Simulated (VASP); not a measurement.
**CaO (zincblende): one PBEsol relaxation of cell and atoms in two programs**

Start cell

```
Ca O
1.0
     0.00000    2.62132    2.62132
     2.62132    0.00000    2.62132
     2.62132    2.62132    0.00000
Ca O
1 1
Cartesian
  0.0000 0.0000 0.0000
  1.3107 1.3107 1.3107
```

Each program uses its own PAW datasets. VASP's cell holds 16 valence electrons and Ansatz's 16.

Cutoffs: 600 eV in VASP, 420 eV in Ansatz. k meshes: 8×8×8 and 8×8×8.

```csv
,VASP,Ansatz
relaxed cell vector lengths,"3.669, 3.669, 3.669 Å","3.663, 3.663, 3.663 Å"
relaxed cell volume,34.92 Å³,34.74 Å³
```
